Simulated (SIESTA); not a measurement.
Crystal: BeS.

```
S Be
1.0
     0.00000    2.42500    2.42500
     2.42500    0.00000    2.42500
     2.42500    2.42500    0.00000
S Be
1 1
Direct
  0.75000 0.75000 0.75000
  0.00000 0.00000 0.00000
```

Base run:

| Property | Result |
| --- | --- |
| Program | SIESTA 5.4.2 |
| Functional | BLYP |
| Potentials or basis | PseudoDojo 0.4 standard (PBE files) |
| Basis | DZP (energy shift 0.003 Ry; two zetas on semicore shells) |
| Grid cutoff | 800 Ry |
| Energy shift | 0.003 Ry |
| k mesh | 9 × 9 × 9 |
| Occupations | fermi-dirac, width 0.05 eV |
| Spin | no spin polarisation |

Its results: band gap on the k mesh 3.40 eV, indirect (least direct gap 5.55 eV); pressure 5.2 GPa.

Problem. The run is repeated on the same cell with these changes: functional from BLYP to vdW-DF-cx. What comes out?

Solution. Band gap on the k mesh 3.11 eV, indirect (least direct gap 5.55 eV); pressure 2.2 GPa.

Caveats: short orbitals over semicore shells can move pressures by several GPa; the potentials were made for another functional, which shifts forces and pressure; the mesh misses the band edges, which the band path finds closer together; the basis of atomic orbitals isn't converged, which shifts pressures, moduli and gaps.
